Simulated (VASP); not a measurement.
# Settings for BN: self-consistent run

BN, P1 (no. 1), 2 atoms in the cell. RSCAN; PAW potentials N, B (PBE set). VASP 6.6.1. The cell is changed on purpose: last atom moved by 0.08 Å along z, cell strained by +1.0% along z.

Wanted: stress within 0.05 GPa.

What the run is for: stress; Accuracy asked: tight.

POSCAR:
```
BN
1.0
    2.5080409239      0.0000000000      0.0000000000
   -1.2467107647      2.1762310413      0.0000000000
   -0.6306650796     -1.0881155206      3.0527654000
N B
1 1
Direct
    0.6685060000      0.3323850000      0.9849990000
    0.9928769000      0.9967329000      0.0282738100
```

The series start from Plane-wave cutoff (eV): 520; k-point mesh: 11 × 11 × 7; Precision mode (PREC): Accurate; Electronic threshold (eV): 1e-6; Bands in all (NBANDS): 14; Aspherical gradient terms in the spheres (LASPH): yes; Electronic algorithm: ALGO=Normal; Density mixing: defaults; Delay and inner steps: defaults. Each series keeps the choices made before it, and each single choice may use up half of a tolerance.

## Plane-wave cutoff (eV)

| Plane-wave cutoff (eV) | Stress, largest deviation (GPa) | SCF iterations | Time (s) |
|---|---|---|---|
| 320 | 22.908 | 17 | 14 |
| 400 | 5.918 | 16 | 14 |
| 460 | 1.485 | 15 | 20 |
| 520 | 0.248 | 16 | 36 |
| 600 | 0.154 | 17 | 31 |
| 700 | 0.119 | 17 | 31 |
| 840 (reference) | 0.000 | 17 | 34 |

Chosen: 840; the next looser run is off by more than half of the tolerance, so convergence isn't shown beyond this value.

## k-point mesh

| k-point mesh | Stress, largest deviation (GPa) | SCF iterations | Time (s) |
|---|---|---|---|
| 4 × 4 × 3 | 0.348 | 17 | 6.1 |
| 5 × 5 × 3 | 0.329 | 17 | 6.7 |
| 6 × 6 × 4 | 0.052 | 17 | 9.3 |
| 7 × 7 × 5 | 0.010 | 17 | 13 |
| 9 × 9 × 6 | 0.001 | 17 | 21 |
| 11 × 11 × 7 | 0.000 | 17 | 34 |
| 13 × 13 × 9 | 0.000 | 17 | 56 |
| 17 × 17 × 11 | 0.000 | 17 | 122 |
| 21 × 21 × 14 (reference) | 0.000 | 17 | 215 |

Chosen: 7 × 7 × 5, the loosest value from which every tighter one stays within half of the tolerance.

## Precision mode (PREC)

| Precision mode (PREC) | Stress, largest deviation (GPa) | SCF iterations | Time (s) |
|---|---|---|---|
| SingleN | 0.015 | 17 | 8.0 |
| Normal | 0.000 | 17 | 8.8 |
| Single | 0.004 | 17 | 10 |
| Accurate (reference) | 0.000 | 17 | 13 |

Chosen: SingleN.

## Electronic threshold (eV)

| Electronic threshold (eV) | Stress, largest deviation (GPa) | SCF iterations | Time (s) |
|---|---|---|---|
| 0.001 | 0.121 | 13 | 6.4 |
| 0.0001 | 0.206 | 14 | 6.8 |
| 1e-5 | 0.093 | 15 | 8.4 |
| 1e-6 | 0.026 | 17 | 8.0 |
| 1e-7 (reference) | 0.000 | 19 | 9.9 |

Chosen: 1e-7; the next looser run is off by more than half of the tolerance, so convergence isn't shown beyond this value.

## Bands in all (NBANDS)

| Bands in all (NBANDS) | Stress, largest deviation (GPa) | SCF iterations | Time (s) |
|---|---|---|---|
| 5 | 0.007 | 18 | 4.7 |
| 6 | 0.006 | 19 | 5.7 |
| 8 | 0.002 | 19 | 6.7 |
| 10 | 0.001 | 19 | 7.8 |
| 14 | 0.002 | 19 | 9.9 |
| 24 (reference) | 0.000 | 19 | 21 |

Chosen: 5.

## Aspherical gradient terms in the spheres (LASPH)

| Aspherical gradient terms in the spheres (LASPH) | Stress, largest deviation (GPa) | SCF iterations | Time (s) |
|---|---|---|---|
| yes | 0.000 | 18 | 4.7 |
| no | 0.169 | 18 | 4.8 |

Chosen: yes; no other choice that stays within half of the tolerance saves 30 % of the time.

## Electronic algorithm

| Electronic algorithm | Stress, largest deviation (GPa) | SCF iterations | Time (s) |
|---|---|---|---|
| ALGO=Normal | 0.000 | 18 | 4.7 |
| ALGO=Fast | 0.004 | 23 | 6.6 |
| ALGO=VeryFast | 0.043 | 25 | 9.1 |
| ALGO=All ISEARCH=1 | 0.010 | 16 | 5.7 |
| ALGO=All ISEARCH=0 | 0.010 | 16 | 5.5 |
| ALGO=Damped TIME=0.4 | 0.008 | 25 | 7.6 |
| ALGO=Damped TIME=0.1 | 0.004 | 45 | 13 |

Chosen: ALGO=Normal.

## Density mixing

| Density mixing | Stress, largest deviation (GPa) | SCF iterations | Time (s) |
|---|---|---|---|
| defaults | 0.000 | 18 | 4.7 |
| AMIX=0.2 | 0.003 | 18 | 5.9 |
| MAXMIX=-10 | 0.010 | 18 | 6.2 |
| WC=0 | 0.001 | 18 | 5.9 |
| BMIX=2.0 | 0.009 | 21 | 6.7 |
| AMIX=0.8 | 0.007 | 29 | 7.4 |
| BMIX=0.5 | 0.014 | 19 | 7.6 |

Chosen: defaults.

## Delay and inner steps

| Delay and inner steps | Stress, largest deviation (GPa) | SCF iterations | Time (s) |
|---|---|---|---|
| defaults | 0.000 | 18 | 4.7 |
| NELMDL=-2 | 0.005 | 14 | 5.1 |
| NELMDL=-8 | 0.000 | 21 | 7.1 |
| NELMDL=-12 | 0.000 | 25 | 8.7 |
| NRMM=2 | 0.001 | 18 | 7.7 |
| NRMM=6 | 0.000 | 18 | 7.8 |
| WEIMIN=0.001 | 0.000 | 18 | 5.2 |

Chosen: defaults.

## All choices together

| Input | Stress, largest deviation (GPa) | Time (s) |
|---|---|---|
| the program's defaults (naive) | 6.048 | 2.6 |
| chosen settings | 0.015 | 4.7 |
| reference settings throughout | 0.000 | 465 |

The chosen settings stay within the tolerance of the reference run, but the reference itself isn't shown to be converged in: Plane-wave cutoff (eV), Electronic threshold (eV).

Values of the reference run: Stress: -9.084, -4.055, 1.393, -4.055, 0.82, 2.899, 1.393, 2.899, 3.032 GPa.

## The input

INCAR:
```
ALGO = Normal
EDIFF = 1E-7
EFERMI = MIDGAP
ENCUT = 840
GGA_COMPAT = F
ISIF = 2
ISMEAR = 0
KPAR = 8
LASPH = T
LCHARG = F
LMIXTAU = T
LREAL = F
LWAVE = F
METAGGA = RSCAN
NBANDS = 5
NELM = 120
PREC = SingleN
SIGMA = 0.03
```

KPOINTS:
```
Automatic mesh
0
Gamma
  7 7 5
  0 0 0
```

Commands:
```
cat potpaw_PBE.64/N/POTCAR potpaw_PBE.64/B/POTCAR > POTCAR
mpirun -np 8 vasp_std > vasp.out
```

The chosen input took VASP 6.6.1 4.7 s on 8 cores (Intel Xeon 6975P-C (Granite Rapids)), a shared host.

## An input that fails: one k point for a small cell

It runs to its end, but against the unchanged starting input it is off by 141.235 GPa in the stress.

k mesh: 11 × 11 × 7 becomes 1 × 1 × 1.

Changes against the starting input:
```
- NELM = 120
- KPAR = 8
+ NELM = 79
```
